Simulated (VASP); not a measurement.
AgCl (Chlorargyrite): relaxation of cell and atoms with PBEsol

Crystal: AgCl (Chlorargyrite).

```
CELL_PARAMETERS angstrom
0.00000 2.72249 2.72249
2.72249 0.00000 2.72249
2.72249 2.72249 0.00000
ATOMIC_POSITIONS crystal
Ag 0.00000 0.00000 0.00000
Cl 0.50000 0.50000 0.50000
```

```yaml
Program: VASP 6.6.1
Task: relaxation of cell and atoms
Functional: PBEsol
Potentials_or_basis: VASP PAW PBE potentials, release 64 (Ag, Cl)
Cutoff: 600 eV
k_mesh: 8 × 8 × 8
Occupations: gaussian, width 0.03 eV
Spin: no spin polarisation
Further_INCAR_settings: ALGO = Normal; EDIFF = 1e-07; IBRION = 2; EDIFFG = -0.005; NSW = 90; ISIF = 3
```

The pressure after relaxing is 0.0 GPa. The band gap on the k mesh is 0.72 eV, indirect (least direct gap 3.23 eV).

Final structure:
```
CELL_PARAMETERS angstrom
0.00000 2.72249 2.72249
2.72249 0.00000 2.72249
2.72249 2.72249 0.00000
ATOMIC_POSITIONS crystal
Ag 0.00000 0.00000 0.00000
Cl 0.50000 0.50000 0.50000
```

Levels at points of the mesh, in eV from the valence-band top:
```
           k point  band 5  band 6  band 7  band 8  band 9  band 10  band 11  band 12  band 13
(0.00, 0.00, 0.00)   -2.67   -2.67   -2.57   -2.57   -2.57     0.72    10.72    10.72    10.72
(0.50, 0.00, 0.00)   -2.28   -2.28   -1.94    0.00    0.00     3.88     6.75     7.42     7.42
(0.50, 0.50, 0.00)   -3.11   -2.45   -2.15   -2.15   -2.02     2.14     7.78     8.64    11.64
```

Run time: 9.4 s on 1 thread of AMD EPYC 9R45 (Zen 5) (shared host), peak memory 0.15 GiB.

Caveat: the relaxation stopped at its first step, so nothing moved; the PAW data sets were made with another functional, which shifts forces and pressure a little. Expect the measured gap to be larger: semilocal functionals such as PBEsol lack the derivative discontinuity.
